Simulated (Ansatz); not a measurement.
# Cu under changes of volume

One of the cells (11.810 Å³/atom); the others are scaled copies at fixed shape and fractional positions:

```
Cu
1.0
     0.00000    1.80750    1.80750
     1.80750    0.00000    1.80750
     1.80750    1.80750    0.00000
Cu
1
Direct
  0.00000 0.00000 0.00000
```

| Property | Result |
| --- | --- |
| Program | Ansatz 0.2.0 |
| Functional | r2SCAN |
| Dispersion | rVV10 |
| Potentials or basis | Ansatz PAW |
| Cutoff | 500 eV (not typed: the program's choice for these potentials) |
| k mesh | 13 × 13 × 13 |
| Occupations | fermi-dirac, width 0.05 eV |
| Spin | no spin polarisation |

```tsv
volume (Å³/atom)	energy over the lowest point (meV/atom)	pressure (GPa)
11.102	1.50	2.9
11.338	0.00	-0.8
11.574	?	?
11.810	11.86	-7.0
12.047	24.06	-9.5
12.283	39.76	-11.7
12.519	58.56	-13.7
```

**Question.** What does the run at 11.574 Å³/atom give?

**Answer.** Energy over the lowest point 3.67 meV/atom; pressure -4.1 GPa.

Worked out: A Birch-Murnaghan fit of order 3 (a polynomial in V^(-2/3)) to the other rows has its minimum at 11.28 Å³/atom with B0 = V·E''(V) = 171 GPa and B' = 5.0. It gives 3.66 meV/atom at 11.574 Å³/atom, against the run's 3.67, and -dE/dV = -4.1 GPa, against -4.1.

Energies are extrapolated to zero smearing.

Caveats: the PAW data sets come from PBE, with cores solved anew for the run's functional, which leaves a small shift of forces and pressure.
